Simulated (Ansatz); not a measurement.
Mn3Si: single point with PBEsol

Crystal: Mn3Si.

```
Mn Si
1.0
     0.00000    2.86100    2.86100
     2.86100    0.00000    2.86100
     2.86100    2.86100    0.00000
Mn Si
3 1
Direct
  0.75000 0.75000 0.75000
  0.25000 0.25000 0.25000
  0.50000 0.50000 0.50000
  0.00000 0.00000 0.00000
```

```json
{
 "Program": "Ansatz 0.2.0",
 "Task": "single point",
 "Functional": "PBEsol",
 "Potentials or basis": "all-electron LAPW, scalar-relativistic",
 "Cutoff": "305 eV (chosen from the basis error)",
 "Basis error allowed": "0.001 eV/atom",
 "k mesh": "8 × 8 × 8",
 "Occupations": "fermi-dirac, width 0.05 eV",
 "Spin": "collinear spin, ferromagnetic start",
 "Starting moments": "[4.0, 4.0, 4.0, 0.0] μB"
}
```

```yaml
Pressure: -15.9 GPa
Band_gap_on_the_k_mesh: none (metal or under the smearing width)
Net_moment: 1.01 μB per cell
Absolute_moment: 4.49 μB per cell
Site_moments: Mn -0.84, +2.63; Si +0.04 μB
```

Levels at points of the mesh, in eV from the Fermi level:
Spin up:
```
             k point  band 26  band 27  band 28  band 29  band 30  band 31  band 32  band 33
  (0.00, 0.00, 0.00)    -0.10    -0.10     0.78     0.78     0.78     1.28     1.28     3.39
 (0.00, 0.00, -0.50)    -0.53    -0.47    -0.47    -0.25    -0.25     0.56     0.56     0.82
(0.00, -0.50, -0.50)    -1.64    -0.99    -0.17    -0.17     0.17     0.81     0.87     0.87
```
Spin down:
```
             k point  band 25  band 26  band 27  band 28  band 29  band 30  band 31  band 32
  (0.00, 0.00, 0.00)    -1.38     0.05     0.05     0.05     0.74     0.74     1.84     1.84
 (0.00, 0.00, -0.50)    -1.94    -1.18    -1.18    -1.18     0.93     0.93     1.48     1.69
(0.00, -0.50, -0.50)    -1.96    -0.82    -0.82    -0.17     0.53     0.69     0.89     1.17
```

Run time: 22 s on 4 threads of Arm Neoverse V1, on a shared host, peak memory 0.6 GiB.

Caveat: so large a pressure means that the cell lies far from this level's equilibrium, or that cutoff or potentials fall short; the starting moments weren't kept.
